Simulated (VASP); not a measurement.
Ni: relaxation of cell and atoms with BLYP

The system is Ni.

```xyz
1
Lattice="0.0000 1.7376 1.7376 1.7376 0.0000 1.7376 1.7376 1.7376 0.0000" Properties=species:S:1:pos:R:3 pbc="T T T"
Ni    0.0000    0.0000    0.0000
```

```yaml
Program: VASP 6.6.1
Task: relaxation of cell and atoms
Functional: BLYP
Potentials_or_basis: VASP PAW PBE potentials, release 64 (Ni)
Cutoff: 600 eV
k_mesh: 13 × 13 × 13
Occupations: fermi-dirac, width 0.05 eV
Spin: collinear spin, ferromagnetic start
Starting_moments: "[1.0] μB"
Further_INCAR_settings: ALGO = Fast; EDIFF = 1e-06; IBRION = 2; EDIFFG = -0.005; NSW = 40; ISIF = 3
```

```json
{
  "Relaxed volume": "11.43 Å³/atom",
  "Relaxed cell": "a = 2.529 Å, b = 2.529 Å, c = 2.529 Å, α = 60.00°, β = 60.00°, γ = 60.00°",
  "Space group after relaxing (to 0.05 Å)": "Fm-3m (No. 225)",
  "Energy gained by relaxing": "49.3 meV/atom",
  "Ionic steps": "32",
  "Pressure after relaxing": "0.0 GPa",
  "Band gap on the k mesh": "none (metal or under the smearing width)",
  "Net moment": "0.62 μB per cell",
  "Site moments": "Ni +0.63 μB",
  "Valence electrons inside the program's atomic spheres": "Ni 9.27"
}
```

Step by step:
```csv
step,energy change (eV),largest force (eV/Å),pressure (GPa),volume (Å³)
1,0.0000,0.0000,18.07,10.49
2,-0.0141,0.0000,-10.75,12.39
3,-0.0493,0.0000,-0.28,11.45
4,-0.0493,0.0000,0.12,11.43
5,-0.0493,0.0000,0.10,11.43
6,-0.0493,0.0000,-0.08,11.43
7,-0.0493,0.0000,0.15,11.43
8,-0.0493,0.0000,0.16,11.43
9,-0.0493,0.0000,0.16,11.43
10,-0.0493,0.0000,0.17,11.43
11,-0.0493,0.0000,0.17,11.43
12,-0.0493,0.0000,0.17,11.43
13,-0.0493,0.0000,0.17,11.43
14,-0.0493,0.0000,0.17,11.43
15,-0.0493,0.0000,0.17,11.43
16,-0.0493,0.0000,0.17,11.43
17,-0.0493,0.0000,0.17,11.43
18,-0.0493,0.0000,0.17,11.43
19,-0.0493,0.0000,0.17,11.43
20,-0.0493,0.0000,0.17,11.43
21,-0.0493,0.0000,0.17,11.43
22,-0.0493,0.0000,0.17,11.43
23,-0.0493,0.0000,0.17,11.43
24,-0.0493,0.0000,0.17,11.43
25,-0.0493,0.0000,0.17,11.43
26,-0.0493,0.0000,0.17,11.43
27,-0.0493,0.0000,0.16,11.43
28,-0.0493,0.0000,0.16,11.43
29,-0.0493,0.0000,0.16,11.43
30,-0.0493,0.0000,0.15,11.43
31,-0.0493,0.0000,0.11,11.43
32,-0.0493,0.0000,0.04,11.43
```

Final structure:
```
Ni
1.0
     0.00000    1.78794    1.78794
     1.78794    0.00000    1.78794
     1.78794    1.78794    0.00000
Ni
1
Cartesian
  0.0000 1.7879 1.7879
```

Levels at points of the mesh, in eV from the Fermi level:
Spin up:
```tsv
k point	band 3	band 4	band 5	band 6	band 7	band 8
(0.00, 0.00, 0.00)	-2.30	-2.30	-1.21	-1.21	23.67	26.84
```
Spin down:
| k point | band 3 | band 4 | band 5 | band 6 | band 7 | band 8 |
| --- | --- | --- | --- | --- | --- | --- |
| (0.00, 0.00, 0.00) | -1.57 | -1.57 | -0.66 | -0.66 | 23.54 | 26.85 |

It took 3 min on 1 thread of AMD EPYC 7R13 Processor (Zen 3), on a shared host, peak memory 0.12 GiB.

Caveat: the PAW data sets were made with another functional, which shifts forces and pressure a little.
